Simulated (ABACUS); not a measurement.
# CoO (Fm-3m) in ABACUS: equation of state

How stiff is CoO in PBEsol, and what volume does it want? The cell is scaled to several volumes.

Program: ABACUS 3.10.1. These are calculated values, not measurements. Logs are shortened: lines on timing, memory, paths and dates and some standing lists are left out, and cuts for length are marked.

## 1. Starting point

Symmetry: Fm-3m, No. 225, cubic system. The conventional cell has a = 4.263 Å, b = 4.263 Å, c = 4.263 Å, α = 90.00°, β = 90.00°, γ = 90.00°. Co (site symmetry m-3m) is surrounded by 6 O at 2.13 Å. O (site symmetry m-3m) is surrounded by 6 Co at 2.13 Å.

## 2. Equation of state, PBEsol, collinear spin, ferromagnetic start, 9.10 Å³/atom (volume scaled by 0.94)

INPUT

```
INPUT_PARAMETERS
suffix              CoO
calculation         scf
basis_type          pw
pseudo_dir          ./
symmetry            1
dft_functional      pbesol
ecutwfc             97
pseudo_rcut         7
nspin               2
nbands              17
ks_solver           dav
smearing_method     fd
smearing_sigma      0.00367493
scf_thr             1e-08
scf_nmax            100
mixing_type         broyden
mixing_beta         0.4
cal_force           1
cal_stress          1
kpar                4
```

STRU

```
ATOMIC_SPECIES
Co 58.9332 Co.upf
O 15.9990 O.upf

LATTICE_CONSTANT
1.8897261246

LATTICE_VECTORS
0.0000000000 2.0879877907 2.0879877907
2.0879877907 0.0000000000 2.0879877907
2.0879877907 2.0879877907 0.0000000000

ATOMIC_POSITIONS
Direct

Co
0.0
1
0.0000000000 0.0000000000 0.0000000000 1 1 1 mag 2

O
0.0
1
0.5000000000 0.5000000000 0.5000000000 1 1 1 mag 0
```

KPT

```
K_POINTS
0
Gamma
11 11 11 0 0 0
```

Potentials or basis: PseudoDojo NC SR 0.4.1 PBEsol standard, plane waves.

The run is started by

```console
> OMP_NUM_THREADS=1 mpirun -np 4 abacus > log
```

running log:

```text
ABACUS v3.10.1

               Atomic-orbital Based Ab-initio Computation at UStc

 ------------------------------------------------------------------------------------

 READING GENERAL INFORMATION
                           global_out_dir = OUT.CoO/
                           global_in_card = INPUT
                               pseudo_dir = ./
                              orbital_dir =
                                    DSIZE = 4
                                    GSIZE = 1

 READING UNITCELL INFORMATION
                                    ntype = 2
                  lattice constant (Bohr) = 1.88973
              lattice constant (Angstrom) = 1

 READING ATOM TYPE 1
                               atom label = Co
                      L=0, number of zeta = 1
                      L=1, number of zeta = 1
                      L=2, number of zeta = 1
             number of atom for this type = 1
               magnetization of element 1 = 2

 READING ATOM TYPE 2
                               atom label = O
                      L=0, number of zeta = 1
                      L=1, number of zeta = 1
                      L=2, number of zeta = 1
             number of atom for this type = 1
               magnetization of element 2 = 0

                        TOTAL ATOM NUMBER = 2
DIRECT COORDINATES
    atom                   x                   y                   z     mag                  vx                  vy                  vz
taud_Co1            0.0000000000        0.0000000000        0.0000000000  2.0000        0.0000000000        0.0000000000        0.0000000000
taud_O1            0.5000000000        0.5000000000        0.5000000000  0.0000        0.0000000000        0.0000000000        0.0000000000

                          Volume (Bohr^3) = 122.86
                             Volume (A^3) = 18.2059

 Lattice vectors: (Cartesian coordinate: in unit of a_0)
                   +0            +2.08799            +2.08799
             +2.08799                  +0            +2.08799
             +2.08799            +2.08799                  +0
 Reciprocal vectors: (Cartesian coordinate: in unit of 2 pi/a_0)
            -0.239465           +0.239465           +0.239465
            +0.239465           -0.239465           +0.239465
            +0.239465           +0.239465           -0.239465
 The esolver type has been set to : ksdft_pw

                PAO radial cut off (Bohr) = 7

 Read in pseudopotential file is Co.upf
                     pseudopotential type = NC
          exchange-correlation functional = PBESOL
                 nonlocal core correction = 1
                        valence electrons = 17
                                     lmax = 2
                           number of zeta = 4
                     number of projectors = 6
                           L of projector = 0
[... 5 lines left out ...]
                PAO radial cut off (Bohr) = 7

 Read in pseudopotential file is O.upf
                     pseudopotential type = NC
          exchange-correlation functional = PBESOL
                 nonlocal core correction = 1
                        valence electrons = 6
                                     lmax = 2
                           number of zeta = 2
                     number of projectors = 5
                           L of projector = 0
                           L of projector = 0
                           L of projector = 1
                           L of projector = 1
                           L of projector = 2
     initial pseudo atomic orbital number = 14
 The readin total magnetization is 2

 SETUP THE ELECTRONS NUMBER
            electron number of element Co = 17
      total electron number of element Co = 17
             electron number of element O = 6
       total electron number of element O = 6
            AUTOSET number of electrons:  = 23
                           occupied bands = 12
                                   NBANDS = 17
                                   NLOCAL = 18

%%%%%%%%%%%%%%%%%%%%%%%%%%%%%%%%%%%%%%%%%%%%%%%%%%%%%%%%%%%%%%%%%%%%%%%%%%%%%%%%%%%%%%%%%%%%%%%%%%%%%%%%%%
 Warning: the number of valence electrons in pseudopotential > 9 for Co: [Ar] 3d7 4s2
 Pseudopotentials with additional electrons can yield (more) accurate outcomes, but may be less efficient.
 If you're confident that your chosen pseudopotential is appropriate, you can safely ignore this warning.
%%%%%%%%%%%%%%%%%%%%%%%%%%%%%%%%%%%%%%%%%%%%%%%%%%%%%%%%%%%%%%%%%%%%%%%%%%%%%%%%%%%%%%%%%%%%%%%%%%%%%%%%%%

 SETUP THE PLANE WAVE BASIS
 energy cutoff for charge/potential (unit:Ry) = 388
            fft grid for charge/potential = [ 36, 36, 36 ]
                        fft grid division = [ 1, 1, 1 ]
        big fft grid for charge/potential = [ 36, 36, 36 ]
                                     nbxx = 46656
                                     nrxx = 46656

 SETUP PLANE WAVES FOR CHARGE/POTENTIAL
                    number of plane waves = 16049
                         number of sticks = 847

 PARALLEL PW FOR CHARGE/POTENTIAL
     PROC   COLUMNS(POT)             PW
        1            847          16049
 --------------- sum -------------------
        1            847          16049
                            number of |g| = 207
                                  max |g| = 35.0942
                                  min |g| = 0

----------- Double Check Mixing Parameters Begin ------------
mixing_type: broyden
mixing_beta: 0.4
mixing_gg0: 1
mixing_gg0_min: 0.1
mixing_beta_mag: 1.6
mixing_gg0_mag: 0
mixing_ndim: 8
----------- Double Check Mixing Parameters End ------------

 LATTICE VECTORS: (CARTESIAN COORDINATE: IN UNIT OF A0)
                   +0            +2.08799            +2.08799
             +2.08799                  +0            +2.08799
             +2.08799            +2.08799                  +0
                       right hand lattice = 1
                                   NORM_A = 2.95286
                                   NORM_B = 2.95286
                                   NORM_C = 2.95286
                           ALPHA (DEGREE) = 60
                           BETA  (DEGREE) = 60
                           GAMMA (DEGREE) = 60

 The lattice vectors have been changed (STRU_SIMPLE.cif)

(for optimal symmetric configuration:)
                             BRAVAIS TYPE = 3
                     BRAVAIS LATTICE NAME = 03. Cubic F (face-centered)
                                    ibrav = 3
                                    IBRAV = 3
                                  BRAVAIS = FACE CENTERED CUBIC
                       LATTICE CONSTANT A = 4.17598
Original cell was already a primitive cell.
                        ROTATION MATRICES = 48
              PURE POINT GROUP OPERATIONS = 48
                   SPACE GROUP OPERATIONS = 48
                              POINT GROUP = O_h
               POINT GROUP IN SPACE GROUP = O_h

 SETUP K-POINTS
                                    nspin = 2
                   Input type of k points = Monkhorst-Pack(Gamma)
                                   nkstot = 1331
                       right hand lattice = 1
(for reciprocal lattice: )
                             BRAVAIS TYPE = 2
                     BRAVAIS LATTICE NAME = 02. Cubic I (body-centered)
                                    ibrav = 2
                       right hand lattice = 1
(for k-lattice: )
                             BRAVAIS TYPE = 2
                     BRAVAIS LATTICE NAME = 02. Cubic I (body-centered)
                                    ibrav = 2
                       right hand lattice = 1
                        ROTATION MATRICES = 48
                               nkstot_ibz = 56
K-POINTS REDUCTION ACCORDING TO SYMMETRY
     IBZ    DIRECT_X    DIRECT_Y    DIRECT_Z  WEIGHT  ibz2bz
       1  0.00000000  0.00000000  0.00000000  0.0008       0
       2  0.09090909  0.09090909  0.09090909  0.0060       1
       3  0.18181818  0.18181818  0.18181818  0.0060       2
       4  0.27272727  0.27272727  0.27272727  0.0060       3
       5  0.36363636  0.36363636  0.36363636  0.0060       4
       6  0.45454545  0.45454545  0.45454545  0.0060       5
[... 22 lines left out ...]
      29 -0.36363636  0.36363636  0.36363636  0.0180      40
      30 -0.45454545  0.27272727  0.27272727  0.0090      41
[... 26 further k points ...]

                               nkstot now = 56
[... K-POINTS DIRECT COORDINATES: 56 rows ...]

           k-point number in this process = 14
       minimum distributed K point number = 14
[... stars of the k points ...]
                             nks(nspin=2) = 28
                          nkstot(nspin=2) = 112

[... K-POINTS CARTESIAN COORDINATES: 28 rows ...]

[... K-POINTS DIRECT COORDINATES: 28 rows ...]

 SETUP PLANE WAVES FOR WAVE FUNCTIONS
     energy cutoff for wavefunc (unit:Ry) = 97
              fft grid for wave functions = [ 36, 36, 36 ]
                    number of plane waves = 2741
                         number of sticks = 253

 PARALLEL PW FOR WAVE FUNCTIONS
     PROC   COLUMNS(POT)             PW
        1            253           2741
 --------------- sum -------------------
        1            253           2741

 SETUP NONLOCAL PSEUDOPOTENTIALS IN PLANE WAVE BASIS
 Co non-local projectors:
 projector 1 L=0
 projector 2 L=0
 projector 3 L=1
 projector 4 L=1
 projector 5 L=2
 projector 6 L=2
 O non-local projectors:
 projector 1 L=0
 projector 2 L=0
 projector 3 L=1
 projector 4 L=1
 projector 5 L=2
      TOTAL NUMBER OF NONLOCAL PROJECTORS = 31

 Init Non-Local PseudoPotential table :
 Init Non-Local-Pseudopotential done.

                                     npwx = 1989

 Make real space PAO into reciprocal space.
       max mesh points in Pseudopotential = 701
     dq(describe PAO in reciprocal space) = 0.01
                                    max q = 1186

 number of pseudo atomic orbitals for Co is 4
WARNING: norm of atomic wavefunction # 3 of atomic type Co is 0.999987, renormalized
WARNING: norm of atomic wavefunction # 4 of atomic type Co is 0.99734, renormalized

 number of pseudo atomic orbitals for O is 2
WARNING: norm of atomic wavefunction # 2 of atomic type O is 0.999978, renormalized

 -------------------------------------------
 SELF-CONSISTENT
 -------------------------------------------
                                 init_chg = atomic

 PW ALGORITHM --------------- ION=   1  ELEC=   1--------------------------------
 Notice: Threshold on eigenvalues was too large.
 hsover_error=0.23 > DRHO=0.166205
 Origin diag ethr = 0.01
 New diag ethr = 0.000722632
          total magnetism (Bohr mag/cell) = 2.3378
       absolute magnetism (Bohr mag/cell) = 2.33783
                        nelec for spin up = 12.6689
                      nelec for spin down = 10.3311

 Density error is 0.166512221792
                          Error Threshold = 0.000722632129191
----------------------------------------------------------
     Energy           Rydberg                 eV
----------------------------------------------------------
 E_KohnSham     -338.5033967489      -4605.5749881392
 E_Harris       -338.0209172749      -4599.0105181252
 E_Fermi        1.0893311442         14.8211105697
----------------------------------------------------------
[... 151 lines left out ...]
 Density error is 3.85287251854e-10
                          Error Threshold = 6.60796172061e-11
----------------------------------------------------------
     Energy           Rydberg                 eV
----------------------------------------------------------
 E_KohnSham     -338.5413070573      -4606.0907843464
 E_KS(sigma->0) -338.5401732594      -4606.0753582355
 E_Harris       -338.5413674869      -4606.0916065344
 E_band         -20.3358013581       -276.6827718665
 E_one_elec     -146.1663734945      -1988.6955355213
 E_Hartree      88.5607071643        1204.9302363443
 E_xc           -63.9408496227       -869.9598898305
 E_Ewald        -216.9925235087      -2952.3347431171
 E_entropy(-TS) -0.0022675957        -0.0308522218
 E_descf        0.0000000000         0.0000000000
 E_exx          0.0000000000         0.0000000000
 E_Fermi        1.1239812294         15.2925491646
----------------------------------------------------------

 charge density convergence is achieved
 final etot is -4606.0907843 eV
 EFERMI = 15.292549165 eV

 STATE ENERGY(eV) AND OCCUPATIONS    NSPIN == 2
SPIN UP :
 1/14 kpoint (Cartesian) = 0.0000 0.0000 0.0000 (1989 pws)
       1       -81.1378    0.000751315
       2       -44.6174    0.000751315
       3       -44.6174    0.000751315
       4       -44.6174    0.000751315
       5       -5.51092    0.000751315
       6        11.7408    0.000751315
[... 9 lines left out ...]
      16        33.5862        0.00000
      17        33.5862        0.00000
[... 78 lines left out ...]
       1       -81.1329     0.00601052
       2       -44.6670     0.00601052
       3       -44.6240     0.00601052
       4       -44.6240     0.00601052
       5       -4.11324     0.00601052
       6        6.50277     0.00601052
[... 9 lines left out ...]
      16        28.9848        0.00000
      17        28.9848        0.00000

[... levels at 22 further k points ...]

------------------------------------------------------------------------------------------
 TOTAL-FORCE (eV/Angstrom)
------------------------------------------------------------------------------------------
                       Co1         0.0000000000         0.0000000000         0.0000000000
                        O1         0.0000000000         0.0000000000         0.0000000000
------------------------------------------------------------------------------------------

----------------------------------------------------------------
 TOTAL-STRESS (KBAR)
----------------------------------------------------------------
        -6.4283542865        -0.0000000000        -0.0000000000
        -0.0000000000        -6.4283542865         0.0000000000
        -0.0000000000         0.0000000000        -6.4283542865
----------------------------------------------------------------
 TOTAL-PRESSURE: -6.428354 KBAR

 --------------------------------------------
 !FINAL_ETOT_IS -4606.0907843463801328 eV
 --------------------------------------------
```

It took 14 s on 4 MPI ranks of Intel Xeon 6975P-C (Granite Rapids), shared host; peak memory 0.36 GiB.

What came out:

* Free energy: -4606.0908 eV
* Pressure: -0.6 GPa
* Band gap on the k mesh: none (metal or under the smearing width)
* Net moment: 2.87 μB per cell
* Absolute moment: 2.89 μB per cell

Caveat: a cell with one magnetic atom can't hold antiferromagnetic order, which such compounds often take; semilocal functionals often make such compounds metallic where correlation or magnetic order opens a gap, which also shifts bond lengths.

## 3. Equation of state, PBEsol, collinear spin, ferromagnetic start, 9.30 Å³/atom (volume scaled by 0.96)

INPUT is that of step 2.

STRU: that of step 2 with these lines changed.

```diff
@@ -8,5 +8,5 @@
 LATTICE_VECTORS
-0.0000000000 2.0879877907 2.0879877907
-2.0879877907 0.0000000000 2.0879877907
-2.0879877907 2.0879877907 0.0000000000
+0.0000000000 2.1026924146 2.1026924146
+2.1026924146 0.0000000000 2.1026924146
+2.1026924146 2.1026924146 0.0000000000
```

KPT is that of step 2.

Potentials or basis: PseudoDojo NC SR 0.4.1 PBEsol standard, plane waves.

The run is started by

```console
> OMP_NUM_THREADS=1 mpirun -np 4 abacus > log
```

Wall time 14 s (4 MPI ranks of Intel Xeon 6975P-C (Granite Rapids), shared host); peak memory 0.36 GiB.

The run converged. Its results:

- Free energy: -4606.0847 eV
- Pressure: -4.4 GPa
- Band gap on the k mesh: none (metal or under the smearing width)
- Net moment: 2.92 μB per cell
- Absolute moment: 2.94 μB per cell

Caveat: a cell with one magnetic atom can't hold antiferromagnetic order, which such compounds often take; semilocal functionals often make such compounds metallic where correlation or magnetic order opens a gap, which also shifts bond lengths.

## 4. Equation of state, PBEsol, collinear spin, ferromagnetic start, 9.49 Å³/atom (volume scaled by 0.98)

INPUT is that of step 3.

STRU: that of step 3 with these lines changed.

```diff
@@ -8,5 +8,5 @@
 LATTICE_VECTORS
-0.0000000000 2.1026924146 2.1026924146
-2.1026924146 0.0000000000 2.1026924146
-2.1026924146 2.1026924146 0.0000000000
+0.0000000000 2.1171941998 2.1171941998
+2.1171941998 0.0000000000 2.1171941998
+2.1171941998 2.1171941998 0.0000000000
```

KPT is that of step 3.

The run is started by

```console
> OMP_NUM_THREADS=1 mpirun -np 4 abacus > log
```

It took 12 s on 4 MPI ranks of Intel Xeon 6975P-C (Granite Rapids), shared host; peak memory 0.36 GiB.

Results (log left out):

```yaml
Free_energy: -4606.0700 eV
Pressure: -7.8 GPa
Band_gap_on_the_k_mesh: none (metal or under the smearing width)
Net_moment: 2.96 μB per cell
Absolute_moment: 2.98 μB per cell
```

Caveat: a cell with one magnetic atom can't hold antiferromagnetic order, which such compounds often take; semilocal functionals often make such compounds metallic where correlation or magnetic order opens a gap, which also shifts bond lengths.

## 5. Equation of state, PBEsol, collinear spin, ferromagnetic start, 9.68 Å³/atom

INPUT is that of step 4.

STRU: that of step 4 with these lines changed.

```diff
@@ -8,5 +8,5 @@
 LATTICE_VECTORS
-0.0000000000 2.1171941998 2.1171941998
-2.1171941998 0.0000000000 2.1171941998
-2.1171941998 2.1171941998 0.0000000000
+0.0000000000 2.1315000000 2.1315000000
+2.1315000000 0.0000000000 2.1315000000
+2.1315000000 2.1315000000 0.0000000000
```

KPT is that of step 4.

The run is started by

```console
> OMP_NUM_THREADS=1 mpirun -np 4 abacus > log
```

Run time: 12 s. Hardware: 4 MPI ranks of Intel Xeon 6975P-C (Granite Rapids), shared host; peak memory 0.36 GiB.

The run converged. Its results:

```yaml
Free_energy: -4606.0472 eV
Pressure: -11.1 GPa
Band_gap_on_the_k_mesh: none (metal or under the smearing width)
Net_moment: 2.98 μB per cell
Absolute_moment: 3.00 μB per cell
```

Caveat: a cell with one magnetic atom can't hold antiferromagnetic order, which such compounds often take; semilocal functionals often make such compounds metallic where correlation or magnetic order opens a gap, which also shifts bond lengths.

## 6. Equation of state, PBEsol, collinear spin, ferromagnetic start, 9.88 Å³/atom (volume scaled by 1.02)

INPUT is that of step 5.

STRU: that of step 5 with these lines changed.

```diff
@@ -8,5 +8,5 @@
 LATTICE_VECTORS
-0.0000000000 2.1315000000 2.1315000000
-2.1315000000 0.0000000000 2.1315000000
-2.1315000000 2.1315000000 0.0000000000
+0.0000000000 2.1456163054 2.1456163054
+2.1456163054 0.0000000000 2.1456163054
+2.1456163054 2.1456163054 0.0000000000
```

KPT is that of step 5.

Potentials or basis: PseudoDojo NC SR 0.4.1 PBEsol standard, plane waves.

The run is started by

```console
> OMP_NUM_THREADS=1 mpirun -np 4 abacus > log
```

It took 13 s on 4 MPI ranks of Intel Xeon 6975P-C (Granite Rapids), shared host; peak memory 0.36 GiB.

The run converged. Its results:

```yaml
Free_energy: -4606.0167 eV
Pressure: -14.1 GPa
Band_gap_on_the_k_mesh: none (metal or under the smearing width)
Net_moment: 2.99 μB per cell
Absolute_moment: 3.01 μB per cell
```

Caveat: a cell with one magnetic atom can't hold antiferromagnetic order, which such compounds often take; semilocal functionals often make such compounds metallic where correlation or magnetic order opens a gap, which also shifts bond lengths.

(Part 1 of 2 ends here.)
